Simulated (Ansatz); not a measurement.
Runs of Ansatz 0.2.0 on SnO2. The structure is tetragonal, space group I4_1/amd (No. 141). The conventional cell has a = 4.000 Å, b = 4.000 Å, c = 10.247 Å, α = 90.00°, β = 90.00°, γ = 90.00°. Sn (site symmetry -4m2) is surrounded by 6 O at 2.06 to 2.09 Å. Around O (site symmetry 2mm) lie 3 Sn at 2.06 to 2.09 Å. Measurements of this composition are mostly on another form, of space group No. 136.

| task | level | cell | cutoff (eV) | points for each segment of the path | gap on the mesh (eV) | pressure (GPa) | relaxed volume (Å³/atom) | largest force (eV/Å) |
| --- | --- | --- | --- | --- | --- | --- | --- | --- |
| relaxation of cell and atoms | LDA | relaxed | 420 | - | 1.73 | 0.0 | 13.39 | - |
| relaxation of cell and atoms | PBEsol | relaxed | 420 | - | 1.54 | 0.0 | 13.74 | - |
| band structure | LDA | as given | 420 | 14 | 1.49 | (c) | - | 0.19 |
| band structure | PBEsol | as given | 420 | 14 | 1.56 | 0.7 | - | 0.08 |
| band structure | r2SCAN | as given | 500 | 14 | 2.28 | -0.9 | - | (a) |
| relaxation of cell and atoms | r2SCAN | relaxed | 500 | - | 2.33 | 0.0 | (b) | - |

Alike in all rows: potentials or basis Ansatz PAW; no spin polarisation; k mesh 9 × 9 × 9; smearing fermi-dirac 0.05 eV.

Question: Estimate the missing entries.

Answer: (a) 0.05; (b) 13.60; (c) -3.9.

Caveats: spin-orbit coupling is left out, which moves the levels of the heavy elements; the PAW data sets come from PBE, with cores solved anew for the run's functional, which leaves a small shift of forces and pressure; odd divisions of the mesh miss points on the zone boundary, where band edges often lie, so the gap on the mesh can be too wide (some runs); the plane-wave basis is chosen anew once the cell has moved, so the energies of steps on either side of that aren't comparable (some runs).

A k mesh can miss the band edges, and the runs leave out spin-orbit coupling on Sn.

Runs at the PBE level aren't shown here.
